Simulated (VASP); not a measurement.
## ZnSe (strained zincblende): one PBE single-point calculation in two programs

```
CELL_PARAMETERS angstrom
0.00000 2.83242 2.83242
2.77577 0.00000 2.83242
2.77577 2.83242 0.00000
ATOMIC_POSITIONS crystal
Zn 0.00000 0.00000 0.00000
Se 0.25000 0.25000 0.25000
```

Datasets and cutoffs are each program's own. VASP's cell holds 18 valence electrons and Ansatz's 28. Ansatz's stress includes a Pulay correction; VASP's doesn't.

Cutoffs: 520 eV in VASP, 420 eV in Ansatz. k meshes: 8×8×8 and 8×8×8.

```json
{"": "gap between bands v and c", "VASP": "1.33 eV", "Ansatz": "1.33 eV"}
{"": "least direct gap", "VASP": "1.33 eV", "Ansatz": "1.33 eV"}
{"": "pressure", "VASP": "3.9 GPa", "Ansatz": "3.6 GPa"}
```

Band v is the last that the valence electrons fill when counted band by band, and c is the next. Levels in eV from the top of v, Ansatz:

| point | v−1 | v | c | c+1 |
| --- | --- | --- | --- | --- |
| Γ | -0.07 | 0.00 | 1.33 | 5.75 |
| X | -2.29 | -2.25 | 2.92 | 3.48 |
| K | -3.24 | -1.87 | 3.57 | 5.66 |
| L | -1.01 | -0.89 | 2.53 | 6.26 |
| W | -2.88 | -2.82 | 5.53 | 5.71 |

VASP:

```tsv
point	v−1	v	c	c+1
Γ	-0.07	0.00	1.33	5.74
X	-2.29	-2.25	2.92	3.47
K	-3.24	-1.87	3.57	5.66
L	-1.01	-0.89	2.53	6.25
W	-2.89	-2.83	5.53	5.71
```
